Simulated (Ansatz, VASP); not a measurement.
# Cross-check of Ti3Pt between VASP and Ansatz, part 2 of 2

Wanted: the spread between two codes on one cell, functional and k mesh.

VASP 6.6.1 and Ansatz 0.2.0.

So far: Set-up; Ansatz: relaxation of cell and atoms, r2SCAN.

### Step 3. VASP: relaxation of cell and atoms, r2SCAN

Level of this step: r2SCAN; plane waves and PAW (Ti_sv, Pt) (VASP).

The same cell, functional, mesh and smearing now go to VASP, with its own data sets and cutoff.

Lines of VASP's logs that name or quote its potential files are left out, and so is its time.

The input, INCAR:

```
SYSTEM = Ti3Pt
PREC = Accurate
ENCUT = 520
EDIFF = 1E-06
NELM = 100
ISMEAR = -1
SIGMA = 0.05
LREAL = .FALSE.
ALGO = Normal
METAGGA = R2SCAN
LASPH = .TRUE.
NBANDS = 57
LORBIT = 11
LWAVE = .FALSE.
LCHARG = .FALSE.
KPAR = 8
IBRION = 2
NSW = 60
ISIF = 3
EDIFFG = -0.01
```

The input, POSCAR:

```
Ti3Pt
1.0
    5.0300000000      0.0000000000      0.0000000000
    0.0000000000      5.0300000000      0.0000000000
    0.0000000000      0.0000000000      5.0300000000
Ti Pt
6 2
Direct
    0.2500000000      0.0000000000      0.5000000000
    0.5000000000      0.7500000000      0.0000000000
    0.7500000000      0.0000000000      0.5000000000
    0.5000000000      0.2500000000      0.0000000000
    0.0000000000      0.5000000000      0.7500000000
    0.0000000000      0.5000000000      0.2500000000
    0.0000000000      0.0000000000      0.0000000000
    0.5000000000      0.5000000000      0.5000000000
```

The input, KPOINTS:

```
Automatic mesh
0
Gamma
4 4 4
0 0 0
```

Potentials, in the order of the species: Ti_sv and Pt (PBE family, release 64).

On the command line:

```
$ mpirun -np 8 vasp_std
```

Numbers of over 12 decimals in the logs are rounded to 6 here.

Log:

```text
[banner, memory and clock lines left out]
running    8 mpi-ranks, on    1 nodes
 distrk:  each k-point on    1 cores,    8 groups
 distr:  one band on    1 cores,    1 groups

 POSCAR found type information on POSCAR TiPt
 POSCAR found :  2 types and       8 ions
|                                                                             |
|           W    W    AA    RRRRR   N    N  II  N    N   GGGG   !!!           |
|           W    W   A  A   R    R  NN   N  II  NN   N  G    G  !!!           |
|           W    W  A    A  R    R  N N  N  II  N N  N  G       !!!           |
|           W WW W  AAAAAA  RRRRR   N  N N  II  N  N N  G  GGG   !            |
|           WW  WW  A    A  R   R   N   NN  II  N   NN  G    G                |
|           W    W  A    A  R    R  N    N  II  N    N   GGGG   !!!           |
|                                                                             |
|     For optimal performance we recommend to set                             |
|       NCORE = 2 up to number-of-cores-per-socket                            |
|     NCORE specifies how many cores store one orbital (NPAR=cpu/NCORE).      |
|     This setting can greatly improve the performance of VASP for DFT.       |
|     The default, NCORE=1 might be grossly inefficient on modern             |
|     multi-core architectures or massively parallel machines. Do your        |
|     Unfortunately you need to use the default for GW and RPA                |
|     calculations (for HF NCORE is supported but not extensively tested      |
|     yet).                                                                   |
|                                                                             |

|                                                                             |
|               ----> ADVICE to this user running VASP <----                  |
|                                                                             |
|     You enforced a specific xc type in the INCAR file but a different       |
|     [... a line on the potential file left out ...]
|     I HOPE YOU KNOW WHAT YOU ARE DOING!                                     |
|                                                                             |

 LDA part: xc-table for (None), standard interpolation
 POSCAR, INCAR and KPOINTS ok, starting setup
 FFT: planning ... GRIDC
 FFT: planning ... GRID_SOFT
 FFT: planning ... GRID
 WAVECAR not read
 entering main loop
       N       E                     dE             d eps       ncg     rms          rms(c)
DAV:   1     0.121703887806E+04    0.12170E+04   -0.45998E+04  1156   0.203E+03
DAV:   2    -0.168175980685E+02   -0.12339E+04   -0.12023E+04  1140   0.628E+02
DAV:   3    -0.192974709467E+03   -0.17616E+03   -0.16936E+03  1721   0.203E+02
DAV:   4    -0.217566474718E+03   -0.24592E+02   -0.24060E+02  1728   0.668E+01
DAV:   5    -0.219450396925E+03   -0.18839E+01   -0.18779E+01  1776   0.160E+01    0.297E+01
DAV:   6    -0.186037197711E+03    0.33413E+02   -0.51878E+01  1351   0.530E+01    0.544E+00
DAV:   7    -0.186357701615E+03   -0.32050E+00   -0.37214E+00  1512   0.102E+01    0.393E+00
DAV:   8    -0.186291260432E+03    0.66441E-01   -0.55795E-01  1422   0.378E+00    0.232E+00
DAV:   9    -0.186335979331E+03   -0.44719E-01   -0.23574E-01  1712   0.293E+00    0.743E-01
DAV:  10    -0.186333268786E+03    0.27105E-02   -0.75567E-02  1550   0.123E+00    0.424E-01
DAV:  11    -0.186335338265E+03   -0.20695E-02   -0.60313E-03  1592   0.348E-01    0.253E-01
DAV:  12    -0.186335261473E+03    0.76792E-04   -0.14380E-03  1535   0.190E-01    0.114E-01
DAV:  13    -0.186335259376E+03    0.20967E-05   -0.45268E-04  1592   0.106E-01    0.212E-02
DAV:  14    -0.186335266066E+03   -0.66895E-05   -0.34346E-05  1424   0.308E-02    0.740E-03
DAV:  15    -0.186335268010E+03   -0.19442E-05   -0.19126E-06  1000   0.730E-03    0.798E-03
DAV:  16    -0.186335272046E+03   -0.40362E-05   -0.19464E-06   968   0.937E-03    0.208E-03
DAV:  17    -0.186335271525E+03    0.52131E-06   -0.24840E-07   744   0.386E-03
   1 F= -.18633527E+03 E0= -.18629455E+03  d E =-.186335E+03
 curvature:   0.00 expect dE= 0.000E+00 dE for cont linesearch  0.000E+00
 trial: gam= 0.00000 g(F)=  0.731E-49 g(S)=  0.175E-02 ort = 0.000E+00 (trialstep = 0.100E+01)
 search vector abs. value=  0.175E-02
 bond charge predicted
       N       E                     dE             d eps       ncg     rms          rms(c)
DAV:   1    -0.186365495462E+03   -0.30223E-01   -0.83255E-01  1313   0.716E+00    0.135E+00
DAV:   2    -0.186337617874E+03    0.27878E-01   -0.15767E-01  1466   0.251E+00    0.586E-01
DAV:   3    -0.186334476937E+03    0.31409E-02   -0.27987E-02  1511   0.837E-01    0.206E-01
DAV:   4    -0.186334287450E+03    0.18949E-03   -0.73831E-03  1478   0.379E-01    0.119E-01
DAV:   5    -0.186334481472E+03   -0.19402E-03   -0.75801E-04  1579   0.116E-01    0.397E-02
DAV:   6    -0.186334805424E+03   -0.32395E-03   -0.12577E-03  1593   0.786E-02    0.582E-02
DAV:   7    -0.186334843767E+03   -0.38343E-04   -0.70133E-05  1395   0.393E-02    0.378E-02
DAV:   8    -0.186334881602E+03   -0.37835E-04   -0.67416E-05  1441   0.478E-02    0.528E-03
DAV:   9    -0.186334881966E+03   -0.36459E-06   -0.64248E-06  1071   0.127E-02
   2 F= -.18633488E+03 E0= -.18629459E+03  d E =0.389558E-03
 trial-energy change:    0.000390  1 .order    0.000338   -0.001747    0.002424
 step:   0.4012(harm=  0.4189)  dis= 0.00000  next Energy=  -186.335619 (dE=-0.347E-03)
 bond charge predicted
       N       E                     dE             d eps       ncg     rms          rms(c)
DAV:   1    -0.186346621061E+03   -0.11739E-01   -0.29924E-01  1316   0.431E+00    0.804E-01
DAV:   2    -0.186336704680E+03    0.99164E-02   -0.57031E-02  1468   0.151E+00    0.351E-01
DAV:   3    -0.186335570090E+03    0.11346E-02   -0.98441E-03  1502   0.496E-01    0.120E-01
DAV:   4    -0.186335493373E+03    0.76717E-04   -0.25922E-03  1468   0.224E-01    0.718E-02
DAV:   5    -0.186335535711E+03   -0.42338E-04   -0.26857E-04  1467   0.689E-02    0.241E-02
DAV:   6    -0.186335624447E+03   -0.88736E-04   -0.47462E-04  1570   0.477E-02    0.360E-02
DAV:   7    -0.186335628866E+03   -0.44187E-05   -0.22564E-05  1220   0.231E-02    0.227E-02
DAV:   8    -0.186335628459E+03    0.40678E-06   -0.25658E-05  1430   0.312E-02    0.462E-03
DAV:   9    -0.186335628854E+03   -0.39486E-06   -0.23270E-06   836   0.862E-03
   3 F= -.18633563E+03 E0= -.18629508E+03  d E =-.357329E-03
 curvature:  -0.21 expect dE=-0.155E-06 dE for cont linesearch -0.155E-06
 trial: gam= 0.00000 g(F)=  0.557E-49 g(S)=  0.740E-06 ort =-0.359E-04 (trialstep = 0.880E+00)
 search vector abs. value=  0.740E-06
 reached required accuracy - stopping structural energy minimisation
```

Parts of OUTCAR (step 3):

```text
ion  position               nearest neighbor table
   1  0.250  0.000  0.500-   3 2.52   3 2.52   8 2.81   7 2.81   8 2.81   7 2.81
   2  0.500  0.750  0.000-   4 2.52   4 2.52   8 2.81   8 2.81   7 2.81   7 2.81
   3  0.750  0.000  0.500-   1 2.52   1 2.52   8 2.81   7 2.81   8 2.81   7 2.81
   4  0.500  0.250  0.000-   2 2.52   2 2.52   8 2.81   8 2.81   7 2.81   7 2.81
   5  0.000  0.500  0.750-   6 2.52   6 2.52   8 2.81   7 2.81   7 2.81   8 2.81
   6  0.000  0.500  0.250-   5 2.52   5 2.52   8 2.81   7 2.81   7 2.81   8 2.81
   7  0.000  0.000  0.000-   1 2.81   2 2.81   3 2.81   4 2.81   5 2.81   6 2.81   1 2.81   3 2.81
                             5 2.81   6 2.81   2 2.81   4 2.81
   8  0.500  0.500  0.500-   1 2.81   2 2.81   3 2.81   4 2.81   5 2.81   6 2.81   2 2.81   4 2.81
                             1 2.81   3 2.81   5 2.81   6 2.81

  LATTYP: Found a simple cubic cell.
 ALAT       =     5.0300000000

 Subroutine GETGRP returns: Found 48 space group operations
 (whereof 24 operations were pure point group operations)

The static configuration has the point symmetry T_h .
 The point group associated with its full space group is O_h .

 Found     10 irreducible k-points:

   k-points           NKPTS =     10   k-points in BZ     NKDIM =     10   number of bands    NBANDS=     57

   dimension x,y,z NGX =    40 NGY =   40 NGZ =   40
   dimension x,y,z NGXF=    80 NGYF=   80 NGZF=   80

   ENCUT  =  520.0 eV  38.22 Ry    6.18 a.u.   9.35  9.35  9.35*2*pi/ulx,y,z

   NELECT =      92.0000    total number of electrons

 k-points in reciprocal lattice and weights: Automatic mesh
   0.00000000  0.00000000  0.00000000       0.016
   0.25000000  0.00000000  0.00000000       0.094
   0.50000000  0.00000000  0.00000000       0.047
   0.25000000  0.25000000  0.00000000       0.188
   0.50000000  0.25000000  0.00000000       0.188
   0.50000000  0.50000000  0.00000000       0.047
   0.25000000  0.25000000  0.25000000       0.125
   0.50000000  0.25000000  0.25000000       0.188
   0.50000000  0.50000000  0.25000000       0.094
   0.50000000  0.50000000  0.50000000       0.016

 average (electrostatic) potential at core
       1 -75.5693       2 -75.5693       3 -75.5693       4 -75.5693       5 -75.5693
       6 -75.5693       7 -70.4219       8 -70.4219

 E-fermi :   9.4382

 k-point     1 :       0.0000    0.0000    0.0000
  band No.  band energies     occupation
    ...
     45       8.4394      2.00000
     46       8.5802      2.00000
     47       9.0615      1.99893
     48       9.0615      1.99893
     49       9.2315      1.96847
     50      10.5017      0.00000
     51      10.5017      0.00000
     52      10.9995      0.00000
     53      10.9995      0.00000
     54      10.9995      0.00000
    ...

 k-point     2 :       0.2500    0.0000    0.0000
  band No.  band energies     occupation
    ...
     43       8.3941      2.00000
     44       8.8930      1.99996
     45       8.9234      1.99993
     46       8.9234      1.99993
     47       9.1906      1.98598
     48       9.5035      0.42647
     49       9.6356      0.03785
     50      10.3161      0.00000
     51      10.6842      0.00000
     52      10.9057      0.00000
    ...

 k-point     3 :       0.5000    0.0000    0.0000
  band No.  band energies     occupation
    ...
     42       8.3093      2.00000
     43       8.8763      1.99997
     44       8.8763      1.99997
     45       9.4554      0.83030
     46       9.4554      0.83030
     47       9.6614      0.02279
     48       9.6614      0.02278
     49      10.4219      0.00000
     50      10.4219      0.00000
     51      10.5981      0.00000
    ...

  Total        0.0063946      0.0063946      0.0063946      0.0000000     -0.0000000      0.0000000
  in kB        0.0806866      0.0806866      0.0806866      0.0000000     -0.0000000      0.0000000
  external PRESSURE =       0.0806866 kB  Pullay stress =       0.0000000 kB

  energy-cutoff  :      520.00
  volume of cell :      126.98
      direct lattice vectors                 reciprocal lattice vectors
     5.026218327  0.000000000 -0.000000000     0.198956737  0.000000000 -0.000000000
    -0.000000000  5.026218327  0.000000000    -0.000000000  0.198956737  0.000000000
     0.000000000 -0.000000000  5.026218327     0.000000000 -0.000000000  0.198956737

 POSITION                                       TOTAL-FORCE (eV/Angst)
 -----------------------------------------------------------------------------------
      1.25655      0.00000      2.51311        -0.000000      0.000000      0.000000
      2.51311      3.76966      0.00000         0.000000      0.000000      0.000000
      3.76966      0.00000      2.51311         0.000000     -0.000000     -0.000000
      2.51311      1.25655     -0.00000        -0.000000     -0.000000      0.000000
     -0.00000      2.51311      3.76966         0.000000     -0.000000     -0.000000
     -0.00000      2.51311      1.25655        -0.000000      0.000000     -0.000000
     -0.00000      0.00000      0.00000        -0.000000      0.000000     -0.000000
      2.51311      2.51311      2.51311        -0.000000      0.000000     -0.000000
 -----------------------------------------------------------------------------------
    total drift:                               -0.000000     -0.000000      0.000000

  FREE ENERGIE OF THE ION-ELECTRON SYSTEM (eV)
  ---------------------------------------------------
  free  energy   TOTEN  =      -186.3356288539 eV

  energy  without entropy=     -186.2545370308  energy(sigma->0) =     -186.29508294

 reached required accuracy - stopping structural energy minimisation

 total charge
# of ion       s       p       d       tot
------------------------------------------
    1        2.231   6.147   1.898  10.276
    2        2.231   6.147   1.898  10.276
    3        2.231   6.147   1.898  10.276
    4        2.231   6.147   1.898  10.276
    5        2.231   6.147   1.898  10.276
    6        2.231   6.147   1.898  10.276
    7        0.818   0.787   7.875   9.479
    8        0.818   0.787   7.875   9.479
--------------------------------------------------
tot         15.022  38.455  27.139  80.616

[... 3 further parts left out ...]
```

### Step 4. Comparison

Known differences besides the potentials themselves: VASP keeps PBE cores, Ansatz makes them for the functional; both relaxations stop at a tolerance, which leaves soft axes loose, and VASP keeps its plane-wave basis; the data sets hold 108 valence electrons in Ansatz (default PAW (the set named soft_2) files) and 92 in VASP; the cutoff is 500 eV in Ansatz and 520 eV in VASP; Ansatz adds a Pulay correction to the stress that steers its cell, VASP none. Total energies have different zeros and are not compared.

The two programs side by side:

```csv
quantity,Ansatz,VASP,difference
volume (Å³),126.59,126.98,-0.31 %
"edge a after relaxation, in the typed setting (Å)",5.021,5.026,-0.10 %
```

The walks stopped with -0.01 GPa left in Ansatz and 0.01 GPa in VASP; each walk ends within a tolerance, so the volume difference is uncertain by about these residues over the bulk modulus, most in soft cells.

### Step 5. What came out

| Property | Result |
| --- | --- |
| difference in volume (relaxation of cell and atoms, r2SCAN) | -0.31 % |

In words: The difference in volume is -0.31 % (relaxation of cell and atoms, r2SCAN), within the 1.2 % picked in this series as the mark of a large difference, as far as the stopping tolerances let one tell. How closely two codes agree says nothing of how well the functional describes the real material.

[Lines on the potential files, build, host, timing and source positions are cut from VASP's logs without a mark.]

[Logs are printed without paths, hosts, clocks, repeated set-up lines and the standing remarks that a program may print on its own settings, such as how far it seeks lower states.]

[Hosts, paths, dates, database ids (printed as entryN), source tags and the programs' standing remarks are cut or masked in the printed files.]
